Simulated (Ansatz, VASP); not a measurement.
One calculation of SrCl3, two programs

Contents of INCAR:

```
SYSTEM = SrCl3
PREC     = Accurate       ! precision mode
ENCUT    = 520            ! plane-wave cutoff, eV
EDIFF    = 1E-6           ! SCF threshold, eV
ISMEAR   = 1              ! smearing method
SIGMA    = 0.15           ! smearing width, eV
LREAL    = .FALSE.        ! projectors in reciprocal space
LASPH    = .TRUE.         ! aspherical terms in the spheres
NELM     = 100            ! most SCF steps
ALGO     = Fast           ! electronic algorithm
ISIF     = 2              ! what is computed and relaxed
LWAVE    = .FALSE.        ! write WAVECAR
LCHARG   = .FALSE.        ! write CHGCAR
GGA      = PE             ! functional
NBANDS   = 41             ! bands
```

The input KPOINTS:

```
regular mesh
0
G
  4 4 4
  0 0 0
```

Contents of POSCAR:

```
SrCl3
1.0
    3.1699230000     -5.4904680000      0.0000000000
    3.1699230000      5.4904680000      0.0000000000
    0.0000000000      0.0000000000      5.7210230000
Sr Cl
2 6
Direct
    0.6666660000      0.3333340000      0.2500000000
    0.3333340000      0.6666660000      0.7500000000
    0.3460760000      0.1730390000      0.7500000000
    0.8269610000      0.1730390000      0.7500000000
    0.8269610000      0.6539240000      0.7500000000
    0.6539240000      0.8269610000      0.2500000000
    0.1730390000      0.8269610000      0.2500000000
    0.1730390000      0.3460760000      0.2500000000
```

Input for Ansatz:

```yaml

crystal:
  lattice:
    - [3.169923, -5.490468, 0.0]
    - [3.169923, 5.490468, 0.0]
    - [0.0, 0.0, 5.721023]
  atoms:
    - { symbol: Sr, position: [0.666666, 0.333334, 0.25] }
    - { symbol: Sr, position: [0.333334, 0.666666, 0.75] }
    - { symbol: Cl, position: [0.346076, 0.173039, 0.75] }
    - { symbol: Cl, position: [0.826961, 0.173039, 0.75] }
    - { symbol: Cl, position: [0.826961, 0.653924, 0.75] }
    - { symbol: Cl, position: [0.653924, 0.826961, 0.25] }
    - { symbol: Cl, position: [0.173039, 0.826961, 0.25] }
    - { symbol: Cl, position: [0.173039, 0.346076, 0.25] }
kpoints:
  mp_grid: { grid: [4, 4, 4] }
hamiltonian:
  xc: pbe
scf:
  occupations: { method: cold, width: 0.15 }
output:
  stress: true
  eigenvalues: true
```

The cell comes from a database or a generator and needn't be the stable form of this composition.

Alike in both runs: task single point; functional PBE; k mesh 4 × 4 × 4; no spin polarisation.

```csv
,VASP,Ansatz
version,VASP 6.6.1,Ansatz 0.2.0
potentials or method,"VASP PAW PBE potentials, release 64 (Sr_sv, Cl)","plane waves, PAW"
plane-wave cutoff (eV),520,420
occupations,"methfessel-paxton of order 1, width 0.15 eV","cold, width 0.15 eV"
valence electrons in the cell,62,62
```

Ansatz gave:

| Property | Result |
| --- | --- |
| gap on the k mesh at the Fermi level (eV) | none |
| pressure (GPa) | -0.6 |
| largest component of the traceless stress (GPa) | 0.41 |

Which values does VASP return?

gap on the k mesh at the Fermi level (eV): none; pressure (GPa): -0.5; largest component of the traceless stress (GPa): 0.28.

A gap of «none» marks a metal or a gap that the smearing closes. Ansatz warned: «structure_snapped_to_symmetry».
